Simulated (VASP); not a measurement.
# Shielding tensors and field gradients of KCl (Sylvite), part 2 of 3

Wanted: the shieldings and field gradients at the nuclei of KCl (Sylvite). The cell is of the rock-salt type, one of the forms listed for this formula, which need not be the common one. The start is a cell from a database of measured crystal structures.

VASP 6.6.1, plane waves and PAW; the level of theory is named at each step.

So far. Step 2 (Ground state): The cell has a gap of 5.19 eV on this mesh.

### Step 3. Shielding tensors

This step: chemical shifts by linear response (GIPAW), PBE; plane waves and PAW (K_sv, Cl) (VASP 6.6.1).

LCHIMAG computes the induced currents by linear response. It needs tightly converged orbitals and a cutoff well above the default; LEFG adds the field gradients at no cost.

Input file INCAR:

```
SYSTEM = KCl
PREC = Accurate
ENCUT = 370
EDIFF = 1E-09
NELM = 100
ISMEAR = 0
SIGMA = 0.01
LREAL = .FALSE.
ALGO = Normal
GGA = PE
NBANDS = 14
LWAVE = .FALSE.
LCHARG = .FALSE.
KPAR = 4
LCHIMAG = .TRUE.
LEFG = .TRUE.
DQ = 0.001
ICHIBARE = 1
LNMR_SYM_RED = .TRUE.
```

Input file POSCAR:

```
KCl
1.0
    0.0000000000      3.1464700000      3.1464700000
    3.1464700000      0.0000000000      3.1464700000
    3.1464700000      3.1464700000      0.0000000000
K Cl
1 1
Direct
    0.0000000000      0.0000000000      0.0000000000
    0.5000000000      0.5000000000      0.5000000000
```

Input file KPOINTS:

```
Automatic mesh
0
Gamma
6 6 6
0 0 0
```

Potentials, in the order of the species: K_sv and Cl (PBE family, release 64).

Started as:

```console
$ mpirun -np 4 vasp_std
```

The program printed:

```text
[... set-up lines as in an earlier step ...]
 entering main loop
       N       E                     dE             d eps       ncg     rms          rms(c)
DAV:   1     0.839332860118E+02    0.83933E+02   -0.58989E+03   448   0.781E+02
DAV:   2    -0.195622943941E+01   -0.85890E+02   -0.79652E+02   602   0.218E+02
DAV:   3    -0.690277068712E+01   -0.49465E+01   -0.49139E+01   592   0.465E+01
DAV:   4    -0.709343805825E+01   -0.19067E+00   -0.19058E+00   666   0.872E+00
DAV:   5    -0.709537873427E+01   -0.19407E-02   -0.19406E-02   590   0.896E-01    0.332E+00
DAV:   6    -0.680476529313E+01    0.29061E+00   -0.46826E-01   544   0.349E+00    0.272E+00
DAV:   7    -0.678971677214E+01    0.15049E-01   -0.11446E-01   586   0.188E+00    0.157E+00
DAV:   8    -0.680214453693E+01   -0.12428E-01   -0.17681E-02   564   0.992E-01    0.174E-01
DAV:   9    -0.680298932675E+01   -0.84479E-03   -0.11500E-03   592   0.209E-01    0.101E-01
DAV:  10    -0.680359859640E+01   -0.60927E-03   -0.67340E-04   460   0.167E-01    0.227E-02
DAV:  11    -0.680360419248E+01   -0.55961E-05   -0.29944E-05   622   0.296E-02    0.777E-03
DAV:  12    -0.680360735079E+01   -0.31583E-05   -0.40612E-06   484   0.135E-02    0.177E-03
DAV:  13    -0.680360780786E+01   -0.45707E-06   -0.58482E-07   490   0.496E-03    0.414E-04
DAV:  14    -0.680360787117E+01   -0.63310E-07   -0.27249E-08   582   0.107E-03    0.180E-04
DAV:  15    -0.680360789563E+01   -0.24464E-07   -0.23961E-09   520   0.317E-04    0.503E-05
DAV:  16    -0.680360789294E+01    0.26928E-08   -0.21064E-10   434   0.932E-05    0.404E-05
DAV:  17    -0.680360789389E+01   -0.94496E-09   -0.42491E-11   284   0.360E-05
ion   1
     0.0000000    -0.0000000    -0.0000000     0.0000000    -0.0000000    -0.0000000
     0.0000394    -0.0000000    -0.0000000     0.0000000    -0.0000000    -0.0000000
     0.0000543    -0.0000000    -0.0000000     0.0000000    -0.0000000    -0.0000000
     0.0000748    -0.0000000    -0.0000000     0.0000000    -0.0000000    -0.0000000
     0.0001030    -0.0000000    -0.0000000     0.0000000    -0.0000000    -0.0000000

     0.0000000    -0.0000000    -0.0000000     0.0000000    -0.0000000    -0.0000000
     0.0000394    -0.0000000    -0.0000000     0.0000000    -0.0000000    -0.0000000
     0.0000543    -0.0000000    -0.0000000     0.0000000    -0.0000000    -0.0000000
     0.0000748    -0.0000000    -0.0000000     0.0000000    -0.0000000    -0.0000000
     0.0001030    -0.0000000    -0.0000000     0.0000000    -0.0000000    -0.0000000

ion   2
     0.0000000    -0.0000000    -0.0000000     0.0000000     0.0000000    -0.0000000
     0.0000382    -0.0000000    -0.0000000     0.0000000     0.0000000    -0.0000000
     0.0000526    -0.0000000    -0.0000000     0.0000000     0.0000000    -0.0000000
     0.0000724    -0.0000000    -0.0000000     0.0000000     0.0000000    -0.0000000
     0.0000997    -0.0000000    -0.0000000     0.0000000     0.0000000    -0.0000000

     0.0000000    -0.0000000    -0.0000000     0.0000000     0.0000000    -0.0000000
     0.0000382    -0.0000000    -0.0000000     0.0000000     0.0000000    -0.0000000
     0.0000526    -0.0000000    -0.0000000     0.0000000     0.0000000    -0.0000000
     0.0000724    -0.0000000    -0.0000000     0.0000000     0.0000000    -0.0000000
     0.0000997    -0.0000000    -0.0000000     0.0000000     0.0000000    -0.0000000

   1 F= -.68036079E+01 E0= -.68036079E+01  d E =-.615778E-18
DAV:   1    -0.174705010182E+03   -0.17471E+03    0.00000E+00     0   0.000E+00
DAV:   2    -0.174705010182E+03    0.00000E+00    0.00000E+00     0   0.000E+00
BDIR= 1  IDIR= 2  IQ= -1
DAV:   1    -0.349405380137E+03   -0.34941E+03   -0.88289E-03   520   0.721E-01
DAV:   2    -0.349405457868E+03   -0.77731E-04   -0.77731E-04   576   0.203E-01
DAV:   3    -0.349405458955E+03   -0.10873E-05   -0.10874E-05   674   0.182E-02
DAV:   4    -0.349405458964E+03   -0.86558E-08   -0.86509E-08   572   0.165E-03
DAV:   5    -0.349405458964E+03   -0.31071E-09   -0.26524E-09   530   0.226E-04
       N       E                     dE             d eps       ncg     rms
RMM:   1    -0.501017817688E+02   -0.50102E+02   -0.77168E+01   829   0.535E+01
RMM:   2    -0.512824754354E+02   -0.11807E+01   -0.45699E+00   950   0.765E+00
RMM:   3    -0.513550221360E+02   -0.72547E-01   -0.17214E-01   954   0.135E+00
RMM:   4    -0.513595651838E+02   -0.45430E-02   -0.12063E-02   962   0.270E-01
RMM:   5    -0.513597654652E+02   -0.20028E-03   -0.49981E-04   972   0.567E-02
RMM:   6    -0.513597818107E+02   -0.16346E-04   -0.54179E-05   983   0.140E-02
RMM:   7    -0.513597827811E+02   -0.97040E-06   -0.28793E-06   937   0.296E-03
RMM:   8    -0.513597828315E+02   -0.50360E-07   -0.15425E-07   838   0.694E-04
RMM:   9    -0.513597828340E+02   -0.25733E-08   -0.64853E-09   675   0.155E-04
RMM:  10    -0.513597828342E+02   -0.15187E-09   -0.37640E-10   613   0.622E-05
BDIR= 1  IDIR= 2  IQ=  0
DAV:   1    -0.349410003232E+03   -0.34941E+03   -0.25365E-11   260   0.251E-05
DAV:   2    -0.349410003232E+03   -0.24954E-10   -0.80836E-12   248   0.131E-05
       N       E                     dE             d eps       ncg     rms
RMM:   1    -0.501174965243E+02   -0.50117E+02   -0.77272E+01   827   0.535E+01
RMM:   2    -0.512998858761E+02   -0.11824E+01   -0.45733E+00   949   0.765E+00
RMM:   3    -0.513724329719E+02   -0.72547E-01   -0.17206E-01   936   0.135E+00
RMM:   4    -0.513769716635E+02   -0.45387E-02   -0.12054E-02   936   0.271E-01
RMM:   5    -0.513771719437E+02   -0.20028E-03   -0.49910E-04   944   0.567E-02
RMM:   6    -0.513771883126E+02   -0.16369E-04   -0.54343E-05   934   0.140E-02
RMM:   7    -0.513771892770E+02   -0.96435E-06   -0.28361E-06   886   0.290E-03
RMM:   8    -0.513771893263E+02   -0.49294E-07   -0.15048E-07   774   0.678E-04
RMM:   9    -0.513771893287E+02   -0.24407E-08   -0.59797E-09   612   0.152E-04
RMM:  10    -0.513771893288E+02   -0.13755E-09   -0.31977E-10   550   0.609E-05
BDIR= 1  IDIR= 2  IQ=  1
DAV:   1    -0.349414439145E+03   -0.34941E+03   -0.88372E-03   526   0.721E-01
DAV:   2    -0.349414517277E+03   -0.78132E-04   -0.78132E-04   582   0.204E-01
DAV:   3    -0.349414518349E+03   -0.10718E-05   -0.10718E-05   668   0.182E-02
DAV:   4    -0.349414518358E+03   -0.85038E-08   -0.85975E-08   578   0.167E-03
DAV:   5    -0.349414518358E+03   -0.37289E-09   -0.24717E-09   516   0.225E-04
       N       E                     dE             d eps       ncg     rms
RMM:   1    -0.501327292318E+02   -0.50133E+02   -0.77377E+01   829   0.535E+01
RMM:   2    -0.513168318411E+02   -0.11841E+01   -0.45767E+00   949   0.765E+00
RMM:   3    -0.513894396804E+02   -0.72608E-01   -0.17256E-01   955   0.135E+00
[...]
RLQ:   7    -0.517811397534E+00   -0.22747E-08   -0.80391E-09   670   0.192E-04
RLQ:   8    -0.517811397644E+00   -0.10961E-09   -0.30047E-10   544   0.605E-05
BDIR= 3  IDIR= 1  IQ= -1
DAV:   1    -0.349412731122E+03   -0.34941E+03   -0.82493E-03   538   0.719E-01
DAV:   2    -0.349412813095E+03   -0.81974E-04   -0.81974E-04   576   0.204E-01
DAV:   3    -0.349412814284E+03   -0.11889E-05   -0.11889E-05   676   0.188E-02
DAV:   4    -0.349412814291E+03   -0.71807E-08   -0.71373E-08   578   0.142E-03
DAV:   5    -0.349412814291E+03    0.86970E-11   -0.10017E-09   522   0.158E-04
       N       E                     dE             d eps       ncg     rms
RMM:   1    -0.505833121205E+02   -0.50583E+02   -0.82508E+01   843   0.542E+01
RMM:   2    -0.517880134464E+02   -0.12047E+01   -0.42790E+00   951   0.785E+00
RMM:   3    -0.518687187393E+02   -0.80705E-01   -0.22007E-01   973   0.156E+00
RMM:   4    -0.518733964712E+02   -0.46777E-02   -0.11993E-02   982   0.307E-01
RMM:   5    -0.518737086213E+02   -0.31215E-03   -0.83515E-04   996   0.774E-02
RMM:   6    -0.518737299949E+02   -0.21374E-04   -0.75832E-05   987   0.187E-02
RMM:   7    -0.518737317613E+02   -0.17665E-05   -0.49462E-06   982   0.486E-03
RMM:   8    -0.518737318710E+02   -0.10963E-06   -0.38616E-07   894   0.118E-03
RMM:   9    -0.518737318787E+02   -0.76955E-08   -0.20615E-08   726   0.305E-04
RMM:  10    -0.518737318791E+02   -0.47017E-09   -0.14965E-09   638   0.947E-05
BDIR= 3  IDIR= 1  IQ=  0
DAV:   1    -0.349410003232E+03   -0.34941E+03   -0.25701E-11   260   0.251E-05
DAV:   2    -0.349410003232E+03    0.79581E-11   -0.94342E-12   248   0.131E-05
       N       E                     dE             d eps       ncg     rms
RMM:   1    -0.505883543069E+02   -0.50588E+02   -0.82559E+01   843   0.542E+01
RMM:   2    -0.517945799864E+02   -0.12062E+01   -0.42847E+00   949   0.786E+00
RMM:   3    -0.518754820522E+02   -0.80902E-01   -0.22069E-01   954   0.156E+00
RMM:   4    -0.518801712069E+02   -0.46892E-02   -0.12033E-02   953   0.307E-01
RMM:   5    -0.518804845733E+02   -0.31337E-03   -0.83809E-04   967   0.775E-02
RMM:   6    -0.518805060494E+02   -0.21476E-04   -0.76097E-05   949   0.187E-02
RMM:   7    -0.518805078275E+02   -0.17780E-05   -0.49732E-06   939   0.488E-03
RMM:   8    -0.518805079368E+02   -0.10931E-06   -0.38343E-07   835   0.117E-03
RMM:   9    -0.518805079444E+02   -0.76557E-08   -0.19729E-08   669   0.299E-04
RMM:  10    -0.518805079449E+02   -0.45712E-09   -0.14578E-09   596   0.933E-05
BDIR= 3  IDIR= 1  IQ=  1
DAV:   1    -0.349407207139E+03   -0.34941E+03   -0.82450E-03   538   0.719E-01
DAV:   2    -0.349407289103E+03   -0.81965E-04   -0.81965E-04   576   0.204E-01
DAV:   3    -0.349407290314E+03   -0.12104E-05   -0.12104E-05   676   0.189E-02
DAV:   4    -0.349407290321E+03   -0.70992E-08   -0.71855E-08   578   0.142E-03
DAV:   5    -0.349407290321E+03   -0.12415E-09   -0.10293E-09   530   0.156E-04
       N       E                     dE             d eps       ncg     rms
RMM:   1    -0.505926805035E+02   -0.50593E+02   -0.82608E+01   844   0.542E+01
RMM:   2    -0.518019316698E+02   -0.12093E+01   -0.43058E+00   951   0.786E+00
RMM:   3    -0.518816072779E+02   -0.79676E-01   -0.21698E-01   972   0.155E+00
RMM:   4    -0.518861660782E+02   -0.45588E-02   -0.12172E-02   983   0.307E-01
RMM:   5    -0.518864832425E+02   -0.31716E-03   -0.86094E-04   998   0.776E-02
RMM:   6    -0.518865029063E+02   -0.19664E-04   -0.67275E-05   987   0.185E-02
RMM:   7    -0.518865046475E+02   -0.17412E-05   -0.50493E-06   981   0.490E-03
RMM:   8    -0.518865047671E+02   -0.11966E-06   -0.41890E-07   896   0.123E-03
RMM:   9    -0.518865047756E+02   -0.84455E-08   -0.21523E-08   728   0.316E-04
RMM:  10    -0.518865047761E+02   -0.51574E-09   -0.17361E-09   646   0.980E-05
BDIR= 3  IDIR= 2  IQ= -1
DAV:   1    -0.349405380137E+03   -0.34941E+03   -0.88289E-03   520   0.721E-01
DAV:   2    -0.349405457868E+03   -0.77731E-04   -0.77731E-04   576   0.203E-01
DAV:   3    -0.349405458956E+03   -0.10874E-05   -0.10874E-05   674   0.182E-02
DAV:   4    -0.349405458964E+03   -0.86836E-08   -0.86511E-08   572   0.165E-03
DAV:   5    -0.349405458964E+03   -0.16740E-09   -0.26548E-09   530   0.226E-04
       N       E                     dE             d eps       ncg     rms
RMM:   1    -0.520699039151E+02   -0.52070E+02   -0.87052E+01   816   0.541E+01
RMM:   2    -0.534563342854E+02   -0.13864E+01   -0.52976E+00   944   0.815E+00
RMM:   3    -0.535402772317E+02   -0.83943E-01   -0.19630E-01   947   0.150E+00
RMM:   4    -0.535451387175E+02   -0.48615E-02   -0.15496E-02   975   0.322E-01
RMM:   5    -0.535454696876E+02   -0.33097E-03   -0.80536E-04   977   0.775E-02
RMM:   6    -0.535454910117E+02   -0.21324E-04   -0.85787E-05   976   0.189E-02
RMM:   7    -0.535454927103E+02   -0.16986E-05   -0.42215E-06   955   0.469E-03
RMM:   8    -0.535454928132E+02   -0.10284E-06   -0.38436E-07   864   0.115E-03
RMM:   9    -0.535454928199E+02   -0.67551E-08   -0.15172E-08   700   0.280E-04
RMM:  10    -0.535454928204E+02   -0.43443E-09   -0.16527E-09   620   0.922E-05
BDIR= 3  IDIR= 2  IQ=  0
DAV:   1    -0.349410003232E+03   -0.34941E+03   -0.25890E-11   260   0.251E-05
DAV:   2    -0.349410003232E+03   -0.84697E-11   -0.10591E-11   248   0.131E-05
       N       E                     dE             d eps       ncg     rms
RMM:   1    -0.520573309766E+02   -0.52057E+02   -0.86936E+01   815   0.541E+01
RMM:   2    -0.534391236621E+02   -0.13818E+01   -0.52713E+00   942   0.814E+00
RMM:   3    -0.535241924284E+02   -0.85069E-01   -0.19987E-01   930   0.151E+00
RMM:   4    -0.535291776582E+02   -0.49852E-02   -0.15339E-02   939   0.321E-01
RMM:   5    -0.535295041467E+02   -0.32649E-03   -0.78203E-04   948   0.773E-02
RMM:   6    -0.535295272267E+02   -0.23080E-04   -0.94288E-05   937   0.192E-02
RMM:   7    -0.535295289599E+02   -0.17332E-05   -0.41481E-06   910   0.467E-03
RMM:   8    -0.535295290528E+02   -0.92887E-07   -0.35065E-07   813   0.110E-03
RMM:   9    -0.535295290588E+02   -0.59995E-08   -0.13813E-08   649   0.267E-04
RMM:  10    -0.535295290592E+02   -0.36363E-09   -0.12846E-09   582   0.868E-05
BDIR= 3  IDIR= 2  IQ=  1
DAV:   1    -0.349414439145E+03   -0.34941E+03   -0.88372E-03   526   0.721E-01
DAV:   2    -0.349414517277E+03   -0.78132E-04   -0.78132E-04   582   0.204E-01
DAV:   3    -0.349414518349E+03   -0.10718E-05   -0.10718E-05   668   0.182E-02
DAV:   4    -0.349414518358E+03   -0.85911E-08   -0.85973E-08   578   0.167E-03
DAV:   5    -0.349414518358E+03   -0.22953E-09   -0.24739E-09   516   0.225E-04
       N       E                     dE             d eps       ncg     rms
RMM:   1    -0.520439993190E+02   -0.52044E+02   -0.86819E+01   815   0.541E+01
RMM:   2    -0.534226934148E+02   -0.13787E+01   -0.52605E+00   945   0.814E+00
RMM:   3    -0.535074693404E+02   -0.84776E-01   -0.19913E-01   948   0.151E+00
RMM:   4    -0.535124371661E+02   -0.49678E-02   -0.15285E-02   973   0.321E-01
RMM:   5    -0.535127618362E+02   -0.32467E-03   -0.77870E-04   977   0.771E-02
RMM:   6    -0.535127847591E+02   -0.22923E-04   -0.93707E-05   975   0.192E-02
RMM:   7    -0.535127864784E+02   -0.17193E-05   -0.41250E-06   953   0.465E-03
RMM:   8    -0.535127865714E+02   -0.93026E-07   -0.35205E-07   863   0.110E-03
RMM:   9    -0.535127865775E+02   -0.60375E-08   -0.14381E-08   701   0.269E-04
RMM:  10    -0.535127865779E+02   -0.39086E-09   -0.14221E-09   618   0.882E-05
       N       E                     dE             d eps       ncg     rms
RLQ:   1    -0.514482779831E+00   -0.51448E+00   -0.38143E+00   606   0.188E+01
RLQ:   2    -0.525364438581E+00   -0.10882E-01   -0.12099E-02   788   0.542E-01
RLQ:   3    -0.525525226275E+00   -0.16079E-03   -0.47468E-04   775   0.773E-02
RLQ:   4    -0.525535289607E+00   -0.10063E-04   -0.30891E-05   793   0.157E-02
RLQ:   5    -0.525535848438E+00   -0.55883E-06   -0.13396E-06   734   0.294E-03
RLQ:   6    -0.525535880566E+00   -0.32128E-07   -0.84932E-08   665   0.597E-04
RLQ:   7    -0.525535881804E+00   -0.12375E-08   -0.35387E-09   538   0.131E-04
RLQ:   8    -0.525535881863E+00   -0.59443E-10   -0.11578E-10   466   0.515E-05
```

It took 1.7 min on 4 MPI ranks of AMD EPYC 7R43, shared host; peak memory 0.61 GiB; 6.7 min of CPU time.

From OUTCAR (step 3):

```text
The static configuration has the point symmetry O_h .

 Found     16 irreducible k-points:

   k-points           NKPTS =     16   k-points in BZ     NKDIM =     16   number of bands    NBANDS=     14

   dimension x,y,z NGX =    28 NGY =   28 NGZ =   28
   dimension x,y,z NGXF=    56 NGYF=   56 NGZF=   56

   ENCUT  =  370.0 eV  27.19 Ry    5.21 a.u.   6.98  6.98  6.98*2*pi/ulx,y,z

   NELECT =      16.0000    total number of electrons

  Total        0.3038148      0.3038148      0.3038148      0.0000000     -0.0000000      0.0000000
  in kB        7.8130156      7.8130156      7.8130156      0.0000000     -0.0000000      0.0000000
  external PRESSURE =       7.8130156 kB  Pullay stress =       0.0000000 kB

  energy-cutoff  :      370.00
  volume of cell :       62.30
      direct lattice vectors                 reciprocal lattice vectors
     0.000000000  3.146470000  3.146470000    -0.158908237  0.158908237  0.158908237
     3.146470000  0.000000000  3.146470000     0.158908237 -0.158908237  0.158908237
     3.146470000  3.146470000  0.000000000     0.158908237  0.158908237 -0.158908237

 POSITION                                       TOTAL-FORCE (eV/Angst)
 -----------------------------------------------------------------------------------
      0.00000      0.00000      0.00000         0.000000      0.000000     -0.000000
      3.14647      3.14647      3.14647        -0.000000     -0.000000      0.000000
 -----------------------------------------------------------------------------------
    total drift:                                0.000000      0.000000      0.000000

 Electric field gradients after diagonalization (V/A^2)
 (convention: |V_zz| > |V_xx| > |V_yy|)
----------------------------------------------------------------------
 ion       V_xx      V_yy      V_zz     asymmetry (V_yy - V_xx)/ V_zz
----------------------------------------------------------------------
   1       0.000     0.000    -0.001       0.000
   2      -0.001    -0.001     0.002       0.000
----------------------------------------------------------------------

  ORBITAL MAGNETIC SUSCEPTIBILITY, excluding core contribution
 -------------------------------------------------------------
  Approximate magnetic susceptibility, pGv (10^-6 cm^3/mole)
     1        -38.304953          0.000000         -0.000000
     2         -0.000000        -38.304953          0.000000
     3          0.000000          0.000000        -38.304953
 -------------------------------------------------------------
  Approximate magnetic susceptibility, vGv (10^-6 cm^3/mole)
     1        -33.225823         -0.000000          0.000000
     2          0.000000        -33.225823         -0.000000
     3         -0.000000          0.000000        -33.225823

  CSA tensor (J. Mason, Solid State Nucl. Magn. Reson. 2, 285 (1993))
  for chemical shielding  (including the isotropic core contribution)

  BDIR labels direction of applied magnetic field (i.e. B0)
  For BDIR==1, B0 along x-axis, etc.
  Induced field listed along cartesian directions for each BDIR
 ------------------------------------------------------------------------------------------
                 EXCLUDING G=0 CONTRIBUTION              INCLUDING G=0 CONTRIBUTION
 ------------------------------------------------------------------------------------------
  ion  BDIR            X           Y           Z                X           Y           Z
          (   iso_shield        span        skew ) (   iso_shield        span        skew )
 ------------------------------------------------------------------------------------------
    1     1    1150.5299      0.0000      0.0000        1159.6147      0.0000      0.0000
          2      -0.0000   1150.5299      0.0000          -0.0000   1159.6147      0.0000
          3       0.0000      0.0000   1150.5299           0.0000      0.0000   1159.6147
          (    1150.5299      0.0000      0.0000 ) (    1159.6147      0.0000      0.0000 )

    2     1     905.7894      0.0000      0.0000         914.8742      0.0000      0.0000
          2       0.0000    905.7894     -0.0000           0.0000    914.8742     -0.0000
          3       0.0000     -0.0000    905.7894           0.0000     -0.0000    914.8742
          (     905.7894      0.0000      0.0000 ) (     914.8742      0.0000      0.0000 )
 ------------------------------------------------------------------------------------------

[... 3 parts as in an earlier step ...]

[... 2 further parts left out ...]
```

This step gave:

```yaml
fermi_energy: -1.784 eV
pressure: 0.7813 GPa
```

Valence and core; the G = 0 term is that of a spherical sample. NMR shielding, by row:

| atom | isotropic shielding (ppm) | span (ppm) | skew | isotropic shielding without the G = 0 term (ppm) |
| --- | --- | --- | --- | --- |
| K1 | 1160 | 0 | - | 1151 |
| Cl2 | 914.9 | 0 | - | 905.8 |

Ordered as |Vzz| ≥ |Vxx| ≥ |Vyy|, the program's way. Electric field gradients, by row:

| atom | Vxx (V/Å²) | Vyy (V/Å²) | Vzz (V/Å²) | asymmetry |
| --- | --- | --- | --- | --- |
| K1 | 0 | 0 | -0.001 | - |
| Cl2 | -0.001 | -0.001 | 0.002 | - |

[end of part 2 of 3]

[Lines on the potential files, build, host, timing and source positions are cut from VASP's logs without a mark.]

[Logs are printed without paths, hosts, clocks, repeated set-up lines and the standing remarks that a program may print on its own settings, such as how far it seeks lower states.]

[Hosts, paths, dates, database ids (printed as entryN), source tags and the programs' standing remarks are cut or masked in the printed files.]
